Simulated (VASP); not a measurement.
Here is a VASP 6.6.1 calculation.

Contents of INCAR:

```
ALGO     = Fast           # electronic algorithm
EDIFF    = 1E-7           # SCF threshold, eV
EDIFFG   = -0.002         # ionic threshold
ENCUT    = 520            # plane-wave cutoff, eV
GGA      = PE             # functional
IBRION   = 2              # ionic algorithm
ISIF     = 3              # what is computed and relaxed
ISMEAR   = 0              # smearing method
IVDW     = 12             # dispersion correction
LASPH    = T              # aspherical terms in the spheres
LCHARG   = F              # write CHGCAR
LREAL    = F              # projectors in reciprocal space
LWAVE    = F              # write WAVECAR
NELM     = 60             # most SCF steps
NSW      = 80             # ionic steps
PREC     = Accurate       # precision mode
SIGMA    = 0.02           # smearing width, eV
```

KPOINTS

```
k-points
0
Gamma
  12 12 10
```

POSCAR

```
PbO
1.0
    3.9900000000      0.0000000000      0.0000000000
    0.0000000000      3.9900000000      0.0000000000
    0.0000000000      0.0000000000      5.0100000000
Pb O
2 2
Direct
    0.0000000000      0.5000000000      0.2400000000
    0.5000000000      0.0000000000      0.7600000000
    0.0000000000      0.0000000000      0.0000000000
    0.5000000000      0.5000000000      0.0000000000
```

Potentials or basis: VASP PAW PBE potentials, release 64 (Pb_d, O).

Launch:

```bash
$ cat potpaw_PBE.64/Pb_d/POTCAR potpaw_PBE.64/O/POTCAR > POTCAR
$ mpirun -np 1 vasp_std > vasp.out
```

Problem. Estimate the space group after relaxing (to 0.05 Å).

Solution. P4/nmm (No. 129).

Problem. What does it give for the relaxed volume?

Solution. 20.22 Å³/atom.

Step by step:
```
step  energy change (eV)  largest force (eV/Å)  pressure (GPa)  volume (Å³)
   1              0.0000                0.0423            1.14        79.76
   2             -0.0040                0.2218           -0.66        81.41
   3             -0.0050                0.1407           -0.12        80.89
   4             -0.0071                0.0501           -0.06        81.08
   5             -0.0076                0.0180           -0.01        81.22
   6             -0.0076                0.0074           -0.01        81.20
   7             -0.0076                0.0126            0.00        81.21
   8             -0.0076                0.0050           -0.04        81.20
   9             -0.0076                0.0019           -0.07        81.20
  10             -0.0076                0.0002           -0.06        81.19
  11             -0.0076                0.0048           -0.04        81.13
  12             -0.0076                0.0128            0.01        81.02
  13             -0.0076                0.0156            0.03        80.99
  14             -0.0077                0.0116            0.02        80.96
  15             -0.0077                0.0005            0.00        80.87
  16             -0.0077                0.0064            0.00        80.91
  17             -0.0077                0.0028            0.00        80.90
  18             -0.0077                0.0018            0.00        80.90
```

 Zero-point motion and thermal expansion aren't in these numbers.
